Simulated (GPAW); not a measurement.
Runs of GPAW 26.7.0 on Au. The structure is cubic, space group Fm-3m (No. 225). The conventional cell has a = 4.070 Å, b = 4.070 Å, c = 4.070 Å, α = 90.00°, β = 90.00°, γ = 90.00°. Around Au (site symmetry m-3m) lie 12 Au at 2.88 Å. 

```tsv
task	level	potentials or basis	spin	band path	band points	spin axis theta (degrees)	spin axis phi (degrees)	eigensolver	pressure (GPa)	V0 of scaled cells (Å³/atom)	B0 (GPa)
equation of state	RPBE+D4	the program's PAW data sets (release 1.2.1) made for this functional, pw	off	-	-	-	-	-	-	17.40	161
equation of state	revPBE+D3(BJ)	the program's PAW data sets (release 1.2.1) made for this functional, pw	off	-	-	-	-	-	-	17.18	169
band structure	rSCAN	GPAW PAW data sets (gpaw-data 1.2.1), pw	SOC, no magnetisation	GXWKGLUWLK,UX	80	90	0	-	9.6	-	-
equation of state	revPBE+D4	the program's PAW data sets (release 1.2.1) made for this functional, pw	off	-	-	-	-	-	-	17.41	(a)
band structure	SOGGA	PAW data sets generated in the run's folder for this functional, pw	SOC, no magnetisation	GXWKGLUWLK,UX	80	0	0	-	(b)	-	-
band structure	OLYP	PAW data sets generated in the run's folder for this functional, pw	SOC, no magnetisation	GXWKGLUWLK,UX	60	90	0	davidson	11.4	-	-
```

Alike in all rows: cell as given; k mesh 11 × 11 × 11; cutoff (eV) 600; smearing fermi-dirac 0.05 eV.

**Question.** Estimate the missing entries.

**Answer.** (a) 162; (b) 4.4.

Caveats: with this Au data set, volumes or pressures lay over 1.5 % or 2 GPa off other programs in two to four cells of ten; spin-orbit coupling was added after a scalar SCF, so levels and gaps hold it while energy, forces, pressure and moments don't (some runs); the PAW data sets were made with another functional, which shifts forces and pressure a little (some runs).

Runs at the PBE level aren't shown here.
